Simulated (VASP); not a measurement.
# C: convergence, RPA pressure from two volumes

C, Fd-3m (no. 227), 2 atoms in the cell. PBE, RPA total energies; PAW potentials C_GW (PBE set). VASP 6.6.1.

Wanted: pressure from correlation alone within 0.3 GPa.

Long-wave limit: left out; k mesh of the exchange step: 6 × 6 × 6; Volumes (share of the given one): 0.97, 1.03.

## k mesh of the correlation step

| k mesh of the correlation step | Pressure from correlation alone (GPa) | Time (s) |
|---|---|---|
| 2x2x2 | 10.96 | 15 |
| 3x3x3 | 15.43 | 16 |
| 4x4x4 | 14.83 | 28 |
| 5x5x5 | 12.91 | 52 |
| 6x6x6 | 13.28 | 77 |
| 8x8x8 (reference) | 13.25 | 260 |

Chosen: 6x6x6, the loosest value from which every tighter one stays within half of the tolerance.

## The input

INCAR.step1:
```
SYSTEM = C
  ALGO = Normal
  EDIFF = 1E-8
  ENCUT = 400
  GGA = PE
  ISMEAR = 0
  KPAR = 8
  LASPH = .TRUE.
  LCHARG = .FALSE.
  LREAL = .FALSE.
  LWAVE = .TRUE.
  PREC = Accurate
  SIGMA = 0.05
```

INCAR.step2, as INCAR.step1 but for:
```
- ALGO = Normal
- LWAVE = .TRUE.
+ AEXX = 1.0
+ AGGAC = 0.0
+ ALDAC = 0.0
+ ALGO = Eigenval
+ LHFCALC = .TRUE.
+ LWAVE = .FALSE.
+ NELM = 1
+ PRECFOCK = Fast
```

INCAR.step3, as INCAR.step2 but for:
```
- AEXX = 1.0
- AGGAC = 0.0
- ALDAC = 0.0
- ALGO = Eigenval
- KPAR = 8
- LHFCALC = .TRUE.
- NELM = 1
+ ALGO = ACFDT
+ NOMEGA = 12
```

KPOINTS.step1:
```
k-points
0
Gamma
  6 6 6
```

KPOINTS.step3:
```
Automatic mesh
0
Gamma
  6 6 6
  0 0 0
```

POSCAR.step1:
```
C
1.0
    0.0000000000      1.7653549299      1.7653549299
    1.7653549299      0.0000000000      1.7653549299
    1.7653549299      1.7653549299      0.0000000000
C
2
Direct
    0.7500000000      0.7500000000      0.7500000000
    0.5000000000      0.5000000000      0.5000000000
```

POSCAR.step4:
```
C
1.0
    0.0000000000      1.8010282771      1.8010282771
    1.8010282771      0.0000000000      1.8010282771
    1.8010282771      1.8010282771      0.0000000000
C
2
Direct
    0.7500000000      0.7500000000      0.7500000000
    0.5000000000      0.5000000000      0.5000000000
```

Commands (each step's output is kept before the next begins):
```
cat potpaw_PBE.64/C_GW/POTCAR > POTCAR
cp INCAR.step1 INCAR
cp KPOINTS.step1 KPOINTS
cp POSCAR.step1 POSCAR
mpirun -np 8 vasp_std > vasp.out
cp INCAR.step2 INCAR
mpirun -np 8 vasp_std > vasp.out
rm WAVECAR CHG
cp INCAR.step3 INCAR
cp KPOINTS.step3 KPOINTS
mpirun -np 8 vasp_std > vasp.out
rm WAVECAR CHG
cp INCAR.step1 INCAR
cp KPOINTS.step1 KPOINTS
cp POSCAR.step4 POSCAR
mpirun -np 8 vasp_std > vasp.out
cp INCAR.step2 INCAR
mpirun -np 8 vasp_std > vasp.out
rm WAVECAR CHG
cp INCAR.step3 INCAR
cp KPOINTS.step3 KPOINTS
mpirun -np 8 vasp_std > vasp.out
```

Limits: The plane-wave cutoff lies under the usual one for these potentials, so absolute numbers hold a basis-set error.

The chosen input took VASP 6.6.1 77 s on 8 cores (Intel Xeon 6975P-C (Granite Rapids)), a shared host.
